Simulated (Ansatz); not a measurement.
## SnSe under changes of volume

One of the cells (27.271 Å³/atom); the others are scaled copies at fixed shape and fractional positions:

```
Sn Se
1.0
     0.00000    3.01000    3.01000
     3.01000    0.00000    3.01000
     3.01000    3.01000    0.00000
Sn Se
1 1
Direct
  0.00000 0.00000 0.00000
  0.50000 0.50000 0.50000
```

Measurements of this composition are mostly on another form, of space group No. 62.

* Program: Ansatz 0.2.0
* Functional: PBE
* Potentials or basis: Ansatz PAW
* Cutoff: 420 eV (not typed: the program's choice for these potentials)
* k mesh: 8 × 8 × 8
* Occupations: fermi-dirac, width 0.05 eV
* Spin: no spin polarisation

| volume (Å³/atom) | energy over the lowest point (meV/atom) | pressure (GPa) | gap on the mesh (eV) |
| --- | --- | --- | --- |
| 25.635 | ? | ? | ? |
| 26.180 | 15.41 | 3.3 | 0.73 |
| 26.725 | 6.42 | 2.0 | 0.67 |
| 27.271 | 1.41 | 0.9 | 0.58 |
| 27.816 | 0.00 | -0.1 | 0.50 |
| 28.362 | 1.82 | -1.0 | 0.42 |
| 28.907 | 6.57 | -1.8 | 0.34 |

**Question.** What does the run at 25.635 Å³/atom give?

**Answer.** Energy over the lowest point 28.85 meV/atom; pressure 4.6 GPa; gap on the mesh 0.76 eV.

Worked out: A Birch-Murnaghan fit of order 3 (a polynomial in V^(-2/3)) to the other rows has its minimum at 27.77 Å³/atom with B0 = V·E''(V) = 49 GPa and B' = 4.3. It gives 28.82 meV/atom at 25.635 Å³/atom, against the run's 28.85, and -dE/dV = 4.6 GPa, against 4.6. A parabola through the other rows of the gap, of slope -3.32 eV per unit of ln V there, extrapolates to 0.81 eV, against the run's 0.76.

Energies are extrapolated to zero smearing.

Caveats: spin-orbit coupling is left out, which moves the levels of the heavy elements.

A mesh can miss the band edges.
